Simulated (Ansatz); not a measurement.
## Zinc-blende InN (metastable phase)

Level of theory: PBE (PAW; Ansatz, a quantum-chemistry and plane-wave program).

Settings: plane-wave cutoff 500 eV, 10×12×1 k mesh (along the axes of the cell as run), Fermi–Dirac smearing 0.05 eV, scalar-relativistic PAW data made under PBE.

Cell: relaxed at this level.

```
Quantity                             Result
--------------------------------  ---------
surface energy of the (110) face  1.27 J/m²
work function of the (110) face     4.95 eV
```

The slab of 16 atoms is relaxed and unreconstructed.

Spin–orbit coupling is not included.

Computed values are for the static lattice.

The result took very roughly 13 core-minutes.
